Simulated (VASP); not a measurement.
# BN (F-43m) in VASP: a series of runs

BN is run at these levels: PBE; tasks: single point.

Everything below comes from runs of VASP 6.6.1. Logs are shortened: lines on timing, memory, paths and dates and some standing lists are left out, and cuts for length are marked.

**The experiment to reproduce.**

From a printed reference work, monograph, for a bulk crystal of BN at 300 K: band gap 6.4 eV (indirect).

How close the calculation comes is told below.

**1. The cell of the first run**

Symmetry: F-43m, No. 216, cubic system. The conventional cell has a = 3.627 Å, b = 3.627 Å, c = 3.627 Å, α = 90.00°, β = 90.00°, γ = 90.00°. B (site symmetry -43m) has 4 N at 1.57 Å within 2.1 Å. N (site symmetry -43m) has 4 B at 1.57 Å within 2.1 Å.

**2. Single point, PBE**

INCAR reads:

```
  PREC = Accurate
  ENCUT = 600
  EDIFF = 1E-6
  ISMEAR = 0
  SIGMA = 0.05
  LREAL = F
  LASPH = T
  NELM = 120
  ALGO = Normal
  ISIF = 2
  LWAVE = F
  LCHARG = T
  GGA = PE
  LELF = T
  LVHAR = T
  NBANDS = 11
  GGA_COMPAT = F
```

KPOINTS reads:

```
Automatic mesh
0
Gamma
  16 16 16
```

POSCAR reads:

```
BN
1.0
    0.0000000000      1.8135050275      1.8135050275
    1.8135050275      0.0000000000      1.8135050275
    1.8135050275      1.8135050275      0.0000000000
B N
1 1
Direct
    0.0000000000      0.0000000000      0.0000000000
    0.7500000000      0.7500000000      0.7500000000
```

Potentials or basis: VASP PAW PBE potentials, release 64 (B, N).

Started as:

```
$ cat potpaw_PBE.64/B/POTCAR potpaw_PBE.64/N/POTCAR > POTCAR
$ mpirun -np 1 vasp_std > vasp.out
```

OUTCAR:

```text
PREC = Accurate
   ENCUT = 600
   EDIFF = 1E-6
   ISMEAR = 0
   LREAL = F
   LASPH = T
   NELM = 120
   ISIF = 2
   GGA = PE

 ion  position               nearest neighbor table
   1  0.000  0.000  0.000-   2 1.57   2 1.57   2 1.57   2 1.57
   2  0.750  0.750  0.750-   1 1.57   1 1.57   1 1.57   1 1.57

  LATTYP: Found a face centered cubic cell.
 ALAT       =     3.6270100550

  Lattice vectors:

 A1 = (   0.0000000000,   1.8135050275,   1.8135050275)
 A2 = (   1.8135050275,   0.0000000000,   1.8135050275)
 A3 = (   1.8135050275,   1.8135050275,   0.0000000000)

Analysis of symmetry for initial positions (statically):
=====================================================================
 Subroutine PRICEL returns:
 Original cell was already a primitive cell.

 Routine SETGRP: Setting up the symmetry group for a
 face centered cubic supercell.

 Subroutine GETGRP returns: Found 24 space group operations
 (whereof 24 operations were pure point group operations)
 out of a pool of 48 trial point group operations.

The static configuration has the point symmetry T_d .

Analysis of symmetry for dynamics (positions and initial velocities):
=====================================================================
 Subroutine PRICEL returns:
 Original cell was already a primitive cell.

 Routine SETGRP: Setting up the symmetry group for a
 face centered cubic supercell.

 Subroutine GETGRP returns: Found 24 space group operations
 (whereof 24 operations were pure point group operations)
 out of a pool of 48 trial point group operations.

The dynamic configuration has the point symmetry T_d .

 Subroutine INISYM returns: Found 24 space group operations
 (whereof 24 operations are pure point group operations),
 and found     1 'primitive' translations

----------------------------------------------------------------------------------------

                                     Primitive cell

  volume of cell :      11.9285

  direct lattice vectors                    reciprocal lattice vectors
     0.000000000  1.813505027  1.813505027    -0.275709189  0.275709189  0.275709189
     1.813505027  0.000000000  1.813505027     0.275709189 -0.275709189  0.275709189
     1.813505027  1.813505027  0.000000000     0.275709189  0.275709189 -0.275709189

  length of vectors
     2.564683405  2.564683405  2.564683405     0.477542323  0.477542323  0.477542323

  position of ions in fractional coordinates (direct lattice)
     0.000000000  0.000000000  0.000000000
     0.750000000  0.750000000  0.750000000

  ion indices of the primitive-cell ions
   primitive index   ion index
                 1           1
                 2           2

----------------------------------------------------------------------------------------

 KPOINTS: Automatic mesh

Automatic generation of k-mesh.
 Grid dimensions read from file:
 generate k-points for:   16   16   16

 Generating k-lattice:

  Cartesian coordinates                     Fractional coordinates (reciprocal lattice)
    -0.017231824  0.017231824  0.017231824     0.062500000  0.000000000  0.000000000
     0.017231824 -0.017231824  0.017231824     0.000000000  0.062500000  0.000000000
     0.017231824  0.017231824 -0.017231824     0.000000000  0.000000000  0.062500000

  Length of vectors
     0.029846395  0.029846395  0.029846395

  Shift w.r.t. Gamma in fractional coordinates (k-lattice)
     0.000000000  0.000000000  0.000000000

 Subroutine IBZKPT returns following result:
 ===========================================

 Found    145 irreducible k-points:

 Following reciprocal coordinates:
            Coordinates               Weight
  0.000000  0.000000  0.000000      1.000000
  0.062500  0.000000  0.000000      8.000000
  0.125000  0.000000  0.000000      8.000000
  0.187500  0.000000  0.000000      8.000000
  0.250000  0.000000  0.000000      8.000000
  0.312500  0.000000  0.000000      8.000000
[... 16 lines left out ...]
 -0.125000  0.062500  0.000000     24.000000
 -0.062500  0.062500  0.000000     12.000000
 [... further k-points ...]
   k-points           NKPTS =    145   k-points in BZ     NKDIM =    145   number of bands    NBANDS=     11
   number of dos      NEDOS =    301   number of ions     NIONS =      2
   total plane-waves  NPLWV =   8000
   dimension x,y,z NGX =    20 NGY =   20 NGZ =   20
   dimension x,y,z NGXF=    40 NGYF=   40 NGZF=   40
   ions per type =               1   1
   NGX,Y,Z   is equivalent  to a cutoff of  12.96, 12.96, 12.96 a.u.
   NGXF,Y,Z  is equivalent  to a cutoff of  25.93, 25.93, 25.93 a.u.
 SYSTEM =  unknown system
   PREC   = accura    normal or accurate (medium, high low for compatibility)
   ISTART =      0    job   : 0-new  1-cont  2-samecut
   ICHARG =      2    charge: 1-file 2-atom 10-const
   ISPIN  =      1    spin polarized calculation?
   LNONCOLLINEAR =      F non collinear calculations
   LSORBIT =      F    spin-orbit coupling
   LASPH  =      T    aspherical Exc in radial PAW
   ENCUT  =  600.0 eV  44.10 Ry    6.64 a.u.   5.12  5.12  5.12*2*pi/ulx,y,z
   NELM   =    120;   NELMIN=  2; NELMDL= -5     # of ELM steps
   EDIFF  = 0.1E-05   stopping-criterion for ELM
   LREAL  =      F    real-space projection
   EDIFFG = 0.1E-04   stopping-criterion for IOM
   NSW    =      0    number of steps for IOM
   IBRION =     -1    ionic relax: 0-MD 1-quasi-New 2-CG
   NFREE  =      0    steps in history (QN), initial steepest desc. (CG)
   ISIF   =      2    stress and relaxation
   ISYM   =      2    0-nonsym 1-usesym 2-fastsym
   POTIM  = 0.5000    time-step for ionic-motion
   TEBEG  =    0.0;   TEEND  =   0.0 temperature during run
   PSTRESS=    0.0 pullay stress
   NELECT =       8.0000    total number of electrons
   NUPDOWN=      -1.0000    fix difference up-down
   EMIN   =  10.00;   EMAX   =-10.00  energy-range for DOS
   EFERMI =   0.00;   METHOD = LEGACY
   ISMEAR =     0;   SIGMA  =   0.05  broadening in eV -4-tet -1-fermi 0-gaus
   EFERMI_NEDOS =   21; number of points for ismear=-14 and -15
   IALGO  =     38    algorithm
   IMIX   =      4    mixing-type and parameters
     AMIX     =   0.40;   BMIX     =  1.00
     AMIX_MAG =   1.60;   BMIX_MAG =  1.00
  volume/ion in A,a.u.               =       5.96        40.25
  Fermi-wavevector in a.u.,A,eV,Ry     =   1.432989  2.707956 27.938969  2.053456
  Thomas-Fermi vector in A             =   2.552556
   LORBIT       =      0    0 simple, 1 ext, 2 COOP (PROOUT), +10 PAW based schemes
   GGA     = PE    functional components
   LHFCALC =     F    Hartree Fock is set to
   AEXX    =    0.0000 exact exchange contribution
   IVDW    =     0    specifies the selected vdW correction
   LEPSILON=     F    determine dielectric tensor
   LRPA    =     F    only Hartree local field effects (RPA)
 non-spin polarized calculation
 Gauss-broadening in eV      SIGMA  =   0.05
  energy-cutoff  :      600.00
  volume of cell :       11.93
 maximum number of plane-waves:       415
   NGX = 11   NGY = 11   NGZ = 11

 number of electron       7.9999999 magnetization

 Free energy of the ion-electron system (eV)
  ---------------------------------------------------
  ext. energy  EPLUGINS =         0.00000000
  ---------------------------------------------------
  free energy    TOTEN  =       -17.45461224 eV

  energy without entropy =      -17.45461224  energy(sigma->0) =      -17.45461224

 E-fermi :   7.5008     XC(G=0): -12.7731

 val. band max:        7.2804795547   @ k =   0.0000   0.0000   0.0000
 cond. band min:      11.7293558661   @ k =   0.5000   0.5000   0.0000
 fundamental gap:      4.4488763114
 Fermi energy:         7.5008173455

 k-point     1 :       0.0000    0.0000    0.0000
  band No.  band energies     occupation
      1     -12.8376      2.00000
      2       7.2805      2.00000
      3       7.2805      2.00000
      4       7.2805      2.00000
      5      16.0529      0.00000
      6      16.0529      0.00000
      7      16.0529      0.00000
      8      17.4691      0.00000
      9      31.8463      0.00000
     10      34.9259      0.00000
     11      34.9259      0.00000

 k-point     2 :       0.0625    0.0000    0.0000
  band No.  band energies     occupation
      1     -12.7432      2.00000
      2       6.7515      2.00000
      3       7.1775      2.00000
      4       7.1775      2.00000
      5      16.1766      0.00000
      6      16.2097      0.00000
      7      16.2097      0.00000
      8      17.7966      0.00000
      9      31.7452      0.00000
     10      33.2708      0.00000
     11      33.2708      0.00000

 k-point     3 :       0.1250    0.0000    0.0000
  band No.  band energies     occupation
      1     -12.4618      2.00000
      2       5.4174      2.00000
      3       6.9045      2.00000
      4       6.9045      2.00000
      5      16.3945      0.00000
      6      16.6175      0.00000
      7      16.6175      0.00000
      8      18.6670      0.00000
      9      31.4349      0.00000
     10      31.8340      0.00000
     11      31.8340      0.00000

 k-point     4 :       0.1875    0.0000    0.0000
  band No.  band energies     occupation
      1     -12.0001      2.00000
      2       3.6893      2.00000
      3       6.5407      2.00000
      4       6.5408      2.00000
      5      16.6110      0.00000
      6      17.1231      0.00000
      7      17.1231      0.00000
      8      19.7365      0.00000
      9      30.9752      0.00000
     10      30.9752      0.00000
     11      30.9947      0.00000
[... 239 lines left out ...]
 k-point    22 :      -0.1875    0.0625    0.0000
  band No.  band energies     occupation
      1     -11.7272      2.00000
      2       3.0758      2.00000
      3       5.7239      2.00000
      4       6.6591      2.00000
      5      16.8524      0.00000
      6      17.0579      0.00000
      7      17.7014      0.00000
      8      20.0974      0.00000
      9      29.6305      0.00000
     10      29.9863      0.00000
     11      33.0340      0.00000

 k-point    23 :      -0.1250    0.0625    0.0000
  band No.  band energies     occupation
      1     -12.2449      2.00000
      2       4.8058      2.00000
      3       6.1498      2.00000
      4       6.9908      2.00000
      5      16.5495      0.00000
      6      16.5913      0.00000
      7      17.2439      0.00000
      8      19.1498      0.00000
      9      30.2767      0.00000
     10      30.4719      0.00000
     11      33.2484      0.00000

 k-point    24 :      -0.0625    0.0625    0.0000
  band No.  band energies     occupation
      1     -12.5864      2.00000
      2       6.1588      2.00000
      3       6.6536      2.00000
      4       7.1855      2.00000
      5      16.2595      0.00000
      6      16.2609      0.00000
      7      16.7338      0.00000
      8      18.2750      0.00000
      9      31.2434      0.00000
     10      31.5251      0.00000
     11      33.4622      0.00000

 [... further k-points ...]

------------------------ aborting loop because EDIFF is reached ----------------------------------------

  FORCE on cell =-STRESS in cart. coord.  units (eV):
  Direction    XX          YY          ZZ          XY          YZ          ZX
  --------------------------------------------------------------------------------------
  -------------------------------------------------------------------------------------
  Total       -0.0556157     -0.0556157     -0.0556157     -0.0000000     -0.0000000      0.0000000
  in kB       -7.4700168     -7.4700168     -7.4700168     -0.0000000     -0.0000000      0.0000000
  external PRESSURE =      -7.4700168 kB  Pullay stress =       0.0000000 kB

 VOLUME and BASIS-vectors are now :
 -----------------------------------------------------------------------------
  energy-cutoff  :      600.00
  volume of cell :       11.93
      direct lattice vectors                 reciprocal lattice vectors
     0.000000000  1.813505027  1.813505027    -0.275709189  0.275709189  0.275709189
     1.813505027  0.000000000  1.813505027     0.275709189 -0.275709189  0.275709189
     1.813505027  1.813505027  0.000000000     0.275709189  0.275709189 -0.275709189

 POSITION                                       TOTAL-FORCE (eV/Angst)
 -----------------------------------------------------------------------------------
      0.00000      0.00000      0.00000        -0.000000     -0.000000     -0.000000
      2.72026      2.72026      2.72026         0.000000      0.000000      0.000000
 -----------------------------------------------------------------------------------
    total drift:                               -0.000000     -0.000000     -0.000000

  FREE ENERGIE OF THE ION-ELECTRON SYSTEM (eV)
  ---------------------------------------------------
  free  energy   TOTEN  =       -17.4546122357 eV

  energy  without entropy=      -17.4546122357  energy(sigma->0) =      -17.45461224
```

Wall time 8 s (1 thread of Intel Xeon 6975P-C (Granite Rapids), shared host); peak memory 0.13 GiB.

What came out:

```
Free energy            : -17.4546 eV
Pressure               : -0.7 GPa
Band gap on the k mesh : 4.45 eV (least direct gap 8.77 eV)
```

Levels at points of the mesh, in eV from the valence-band top:
```tsv
k point	band 1	band 2	band 3	band 4	band 5	band 6	band 7	band 8
(0.00, 0.00, 0.00)	-20.12	0.00	0.00	0.00	8.77	8.77	8.77	10.19
(0.50, 0.00, 0.00)	-15.95	-10.60	-1.92	-1.92	10.02	10.65	10.65	15.16
(0.50, 0.50, 0.00)	-14.60	-8.85	-4.86	-4.86	4.45	9.18	17.77	17.77
```

**3. Single point, PBE (5.94 Å³/atom)**

This run uses another cell than the first one, of 5.94 Å³/atom.

INCAR reads:

```
SYSTEM = BN
  PREC = Accurate
  ENCUT = 600
  EDIFF = 1E-6
  ISMEAR = 0
  SIGMA = 0.05
  LREAL = .FALSE.
  LASPH = .TRUE.
  NELM = 120
  ALGO = Normal
  ISIF = 2
  LWAVE = .FALSE.
  LCHARG = .FALSE.
  GGA = PE
  NBANDS = 11
  GGA_COMPAT = .FALSE.
```

KPOINTS reads:

```
regular mesh
0
G
  16 16 16
  0 0 0
```

POSCAR reads:

```
BN
1.0
    0.0000000000      1.8106359996      1.8106359996
    1.8106359996      0.0000000000      1.8106359996
    1.8106359996      1.8106359996      0.0000000000
B N
1 1
Direct
    0.0000000000      0.0000000000      0.0000000000
    0.7500000000      0.7500000000      0.7500000000
```

Potentials or basis: VASP PAW PBE potentials, release 64 (B, N).

Started as:

```
$ cat potpaw_PBE.64/B/POTCAR potpaw_PBE.64/N/POTCAR > POTCAR
$ mpirun -np 1 vasp_std > vasp.out
```

Run time: 8.3 s. Hardware: 1 thread of Intel Xeon 6975P-C (Granite Rapids), shared host; peak memory 0.13 GiB.

Results (log left out):

```
Free energy            : -17.4544 eV
Pressure               : 1.0 GPa
Band gap on the k mesh : 4.45 eV (least direct gap 8.79 eV)
```

Levels at points of the mesh, in eV from the valence-band top:
```csv
k point,band 1,band 2,band 3,band 4,band 5,band 6,band 7,band 8
"(0.00, 0.00, 0.00)",-20.17,0.00,0.00,0.00,8.80,8.80,8.80,10.27
"(0.50, 0.00, 0.00)",-15.98,-10.64,-1.93,-1.93,10.08,10.68,10.68,15.20
"(0.50, 0.50, 0.00)",-14.62,-8.88,-4.88,-4.88,4.45,9.20,17.84,17.84
```

[end of part 1 of 2]
